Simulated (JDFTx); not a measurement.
Runs of JDFTx 1.7.0 (patched build) on HfC. Symmetry: Fm-3m, No. 225, cubic system. The conventional cell has a = 4.650 Å, b = 4.650 Å, c = 4.650 Å, α = 90.00°, β = 90.00°, γ = 90.00°. Hf (site symmetry m-3m) is surrounded by 6 C at 2.33 Å. C (site symmetry m-3m) has 6 Hf at 2.33 Å as nearest neighbours. 

```tsv
task	level	potentials or basis	k mesh	cutoff (eV)	density cutoff over wavefunction cutoff	SCF threshold on the energy	local potential set to -Z/r beyond	further solve for the empty bands	pseudo rcut	mesh quality	gap on the mesh (eV)	pressure (GPa)	V0 of scaled cells (Å³/atom)	B0 (GPa)
equation of state	LDA	PseudoDojo-SR-LDA-0.4.1-standard	10 × 10 × 10	1116	8	1e-09 Ha	-	-	-	not flagged	-	-	(b)	268
single point	PBEsol	PseudoDojo-SR-PBEsol-0.4.1-standard with smoothed tails	10 × 10 × 10	1116	8	1e-09 Ha	6 bohr	yes	6	not flagged	none	-6.2	-	-
single point	PBE	PseudoDojo-SR-PBE-0.5-standard	10 × 10 × 10	1116	4	1e-08 Ha	-	yes	-	not flagged	none	0.4	-	-
equation of state	r2SCAN	SG15-PBE-1.2	6 × 6 × 6	1088	8	1e-09 Ha	-	-	-	coarse	-	-	12.04	254
equation of state	RPBE	PseudoDojo-SR-PBE-0.5-standard	10 × 10 × 10	1116	8	1e-09 Ha	-	-	-	not flagged	-	-	12.78	228
equation of state	PBE	PseudoDojo-SR-PBE-0.5-standard	10 × 10 × 10	1116	4	1e-08 Ha	-	-	-	not flagged	-	-	12.59	(a)
equation of state	PBEsol	PseudoDojo-SR-PBEsol-0.4.1-standard	10 × 10 × 10	1116	8	1e-09 Ha	-	-	-	not flagged	-	-	12.25	251
equation of state	PBEsol	PseudoDojo-SR-PBEsol-0.4.1-standard with smoothed tails	10 × 10 × 10	1116	8	1e-09 Ha	6 bohr	-	6	not flagged	-	-	12.25	251
```

Alike in all rows: no spin polarisation; cell as given; smearing fermi-dirac 0.05 eV.

Fill in the values left out.

(a) 237; (b) 11.87.

Caveats: some runs use coarse meshes; the potentials were made for another functional, which shifts forces and pressure (some runs).

A k mesh can miss the band edges, and the runs leave out spin-orbit coupling on Hf.

A gap of «none» marks a metal or a gap under the smearing width.

Not every run made on this cell is shown here.
